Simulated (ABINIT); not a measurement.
# NiO (Fm-3m) in ABINIT: single point with PBE

Aim: the single point of NiO with PBE.

Everything below comes from runs of ABINIT 10.8.3 (patched build). Logs are shortened: lines on timing, memory, paths and dates and some standing lists are left out, and cuts for length are marked. The log counts tension as positive stress, the text compression.

**What was measured.**

From “Local correlations, non-local screening, multiplets, and band formation in NiO”, 2012, arxiv:1210.6675, for a bulk crystal of NiO: band gap 4.3 eV.

The runs below are set against these values where they give the same quantity.

## 1. The crystal as given

The structure is cubic, space group Fm-3m (No. 225). The conventional cell has a = 4.172 Å, b = 4.172 Å, c = 4.172 Å, α = 90.00°, β = 90.00°, γ = 90.00°. Around Ni (site symmetry m-3m) lie 6 O at 2.09 Å. Around O (site symmetry m-3m) lie 6 Ni at 2.09 Å.

## 2. Single point, PBE, collinear spin, ferromagnetic start

Contents of run.abi:

```
pp_dirpath "./"
pseudos "Ni_ONCV_PBE-1.2.upf, O_ONCV_PBE-1.2.upf"

acell 5.5745227313 5.5745227313 5.5745227313
rprim
     0.0000000000     0.7071067812     0.7071067812
     0.7071067812     0.0000000000     0.7071067812
     0.7071067812     0.7071067812     0.0000000000
ntypat 2
znucl 28 8
natom 2
typat 1 2
xred
     0.0000000000     0.0000000000     0.0000000000
     0.5000000000     0.5000000000     0.5000000000

ecut 1224.512381 eV

kptopt 1
ngkpt 8 8 8
nshiftk 1
shiftk 0.0 0.0 0.0

ixc 11

nband 17
occopt 3
tsmear 0.00183747

nsppol 2
spinat
     0.0000000000     0.0000000000     1.0000000000
     0.0000000000     0.0000000000     0.0000000000

nstep 100
tolvrs 1.0e-10

iomode 3
prtwf 0
prteig 0
prtebands 0
enunit 2
prtden 1
prtvha 1
prtvclmb 1
prtpot 1
```

Potentials or basis: SG15 NC PBE v1.2.

On the command line:

```bash
$ abinit run.abi > log 2>&1
```

run.abo:

```text
.Version 10.8.3 of ABINIT
 Symmetries : space group Fm -3 m (#225); Bravais cF (face-center cubic)
================================================================================
 Values of the parameters that define the memory need of the present run
     intxc =       0    ionmov =       0      iscf =       7    lmnmax =       6
     lnmax =       6     mgfft =      36  mpssoang =       3    mqgrid =    3001
     natom =       2  nloc_mem =       1    nspden =       2   nspinor =       1
    nsppol =       2      nsym =      48    n1xccc =       0    ntypat =       2
    occopt =       3   xclevel =       2
       mpw =        1788          nfft =       46656          nkpt =          29
================================================================================
================================================================================

--------------------------------------------------------------------------------
------------- Echo of variables that govern the present computation ------------
--------------------------------------------------------------------------------
 -outvars: echo values of preprocessed input variables --------
            acell      5.5745227313E+00  5.5745227313E+00  5.5745227313E+00 Bohr
              amu      5.86900000E+01  1.59994000E+01
             ecut      4.50000000E+01 Hartree
           enunit           2
              ixc          11
         kptrlatt        8    0    0      0    8    0      0    0    8
          kptrlen      4.45961819E+01
            natom           2
            nband          17
            ngfft          36      36      36
             nkpt          29
           nspden           2
           nsppol           2
            nstep         100
             nsym          48
           ntypat           2
           occopt           3
        prtebands           0
           prteig           0
           prtpot           1
         prtvclmb           1
           prtvha           1
            prtwf           0
            rprim      0.0000000000E+00  7.0710678120E-01  7.0710678120E-01
                       7.0710678120E-01  0.0000000000E+00  7.0710678120E-01
                       7.0710678120E-01  7.0710678120E-01  0.0000000000E+00
          spgroup         225
           spinat      0.0000000000E+00  0.0000000000E+00  1.0000000000E+00
                       0.0000000000E+00  0.0000000000E+00  0.0000000000E+00
           tolvrs      1.00000000E-10
           tsmear      1.83747000E-03 Hartree
            typat      1  2
           xangst      0.0000000000E+00  0.0000000000E+00  0.0000000000E+00
                       2.0859016400E+00  2.0859016400E+00  2.0859016400E+00
            xcart      0.0000000000E+00  0.0000000000E+00  0.0000000000E+00
                       3.9417828253E+00  3.9417828253E+00  3.9417828253E+00
             xred      0.0000000000E+00  0.0000000000E+00  0.0000000000E+00
                       5.0000000000E-01  5.0000000000E-01  5.0000000000E-01
            znucl       28.00000    8.00000
[... 145 lines left out ...]
 length scales=  5.574522731300  5.574522731300  5.574522731300 bohr
              =  2.949910389063  2.949910389063  2.949910389063 angstroms
 Fermi (or HOMO) energy (hartree) =   0.22562   Average Vxc (hartree)=  -0.48306
 Magnetization (Bohr magneton)=  1.78705368E+00
 Total spin up =  1.28935268E+01   Total spin down =  1.11064732E+01
 Eigenvalues (hartree) for nkpt=  29  k points, SPIN UP:
 kpt#   1, nband= 17, wtk=  0.00195, kpt=  0.0000  0.0000  0.0000 (reduced coord)
  -3.60050   -2.15191   -2.15191   -2.15191   -0.52101    0.10712    0.10712    0.11643
   0.11643    0.11643    0.12949    0.12949    0.12949    0.28734    0.88995    0.92457
   0.92457
      occupation numbers for kpt#   1
   1.00000    1.00000    1.00000    1.00000    1.00000    1.00000    1.00000    1.00000
   1.00000    1.00000    1.00000    1.00000    1.00000    0.00000    0.00000    0.00000
   0.00000
 prteigrs : prtvol=0 or 1, do not print more k-points.

 Eigenvalues (hartree) for nkpt=  29  k points, SPIN DOWN:
 kpt#   1, nband= 17, wtk=  0.00195, kpt=  0.0000  0.0000  0.0000 (reduced coord)
  -3.55587   -2.09292   -2.09292   -2.09292   -0.50317    0.13759    0.13759    0.13759
   0.16023    0.16023    0.16023    0.20272    0.20272    0.30049    0.88736    0.93181
   0.93181
      occupation numbers for kpt#   1
   1.00000    1.00000    1.00000    1.00000    1.00000    1.00000    1.00000    1.00000
   1.00000    1.00000    1.00000    1.00000    1.00000    0.00000    0.00000    0.00000
   0.00000
 prteigrs : prtvol=0 or 1, do not print more k-points.

 Fermi (or HOMO) energy (eV) =   6.13951   Average Vxc (eV)= -13.14475
 Eigenvalues (   eV  ) for nkpt=  29  k points, SPIN UP:
 kpt#   1, nband= 17, wtk=  0.00195, kpt=  0.0000  0.0000  0.0000 (reduced coord)
 -97.97464  -58.55640  -58.55640  -58.55640  -14.17751    2.91495    2.91495    3.16828
   3.16828    3.16828    3.52370    3.52370    3.52370    7.81879   24.21685   25.15895
  25.15895
 prteigrs : prtvol=0 or 1, do not print more k-points.

 Eigenvalues (   eV  ) for nkpt=  29  k points, SPIN DOWN:
 kpt#   1, nband= 17, wtk=  0.00195, kpt=  0.0000  0.0000  0.0000 (reduced coord)
 -96.76022  -56.95127  -56.95127  -56.95127  -13.69188    3.74396    3.74396    3.74396
   4.36015    4.36015    4.36015    5.51624    5.51624    8.17680   24.14622   25.35585
  25.35585
 prteigrs : prtvol=0 or 1, do not print more k-points.

--- !EnergyTerms
iteration_state     : {dtset: 1, }
comment             : Components of total free energy in Hartree
kinetic             :  7.66443757062066E+01
hartree             :  4.50862557529825E+01
xc                  : -1.86655923280284E+01
Ewald energy        : -1.19611653749953E+02
psp_core            :  8.24650987132637E+00
local_psp           : -1.08330972822029E+02
non_local_psp       : -5.34615374193117E+01
internal            : -1.70092614988807E+02
'-kT*entropy'       : -3.19443261377679E-04
total_energy        : -1.70092934432068E+02
total_energy_eV     : -4.62846453654333E+03
band_energy         : -1.93046127195771E+01
...

 Cartesian components of stress tensor (hartree/bohr^3)
  sigma(1 1)= -2.15703635E-04  sigma(3 2)=  0.00000000E+00
  sigma(2 2)= -2.15703635E-04  sigma(3 1)=  0.00000000E+00
  sigma(3 3)= -2.15703635E-04  sigma(2 1)=  0.00000000E+00

-Cartesian components of stress tensor (GPa)         [Pressure=  6.3462E+00 GPa]
- sigma(1 1)= -6.34622004E+00  sigma(3 2)=  0.00000000E+00
- sigma(2 2)= -6.34622004E+00  sigma(3 1)=  0.00000000E+00
- sigma(3 3)= -6.34622004E+00  sigma(2 1)=  0.00000000E+00

== END DATASET(S) ==============================================================
================================================================================

 -outvars: echo values of variables after computation  --------
            acell      5.5745227313E+00  5.5745227313E+00  5.5745227313E+00 Bohr
           etotal     -1.7009293443E+02
            fcart     -0.0000000000E+00 -0.0000000000E+00 -0.0000000000E+00
                      -0.0000000000E+00 -0.0000000000E+00 -0.0000000000E+00
            rprim      0.0000000000E+00  7.0710678120E-01  7.0710678120E-01
                       7.0710678120E-01  0.0000000000E+00  7.0710678120E-01
                       7.0710678120E-01  7.0710678120E-01  0.0000000000E+00
           strten     -2.1570363473E-04 -2.1570363473E-04 -2.1570363473E-04
                       0.0000000000E+00  0.0000000000E+00  0.0000000000E+00
           xangst      0.0000000000E+00  0.0000000000E+00  0.0000000000E+00
                       2.0859016400E+00  2.0859016400E+00  2.0859016400E+00
             xred      0.0000000000E+00  0.0000000000E+00  0.0000000000E+00
                       5.0000000000E-01  5.0000000000E-01  5.0000000000E-01
 Calculation completed.
```

Run time: 1.8 min. Hardware: 1 thread of Arm Neoverse V1, shared host; peak memory 0.1 GiB.

Results:

- Free energy: -4628.4645 eV
- Pressure: 6.3 GPa
- Band gap on the k mesh: none (metal or under the smearing width)
- Net moment: 1.79 μB per cell
- Site moments: Ni +1.45; O +0.32 μB
- Valence electrons inside the program's atomic spheres: Ni 16.20; O 6.21

Caveat: small starting moments can end in a higher magnetic state in this program; a cell with one magnetic atom can't hold antiferromagnetic order, which such compounds often take; semilocal functionals often make such compounds metallic where correlation or magnetic order opens a gap, which also shifts bond lengths.

## 3. Comparison with measurements

Step 2. A measured gap of NiO is 4.3 eV (quoted in “Local correlations, non-local screening, multiplets, and band formation in NiO”, 2012, arxiv:1210.6675); the calculated 0.00 eV misses it by -4.30 eV. So large a miss can be the level of theory's own, or it may mean another phase, state or a wrong row. The value is that of PBE on a finite k mesh, which can miss the band edges, without temperature or zero-point motion. Semilocal functionals fall short of measured gaps as a rule. The run's magnetic order (collinear spin, ferromagnetic start) needn't be the measured crystal's.
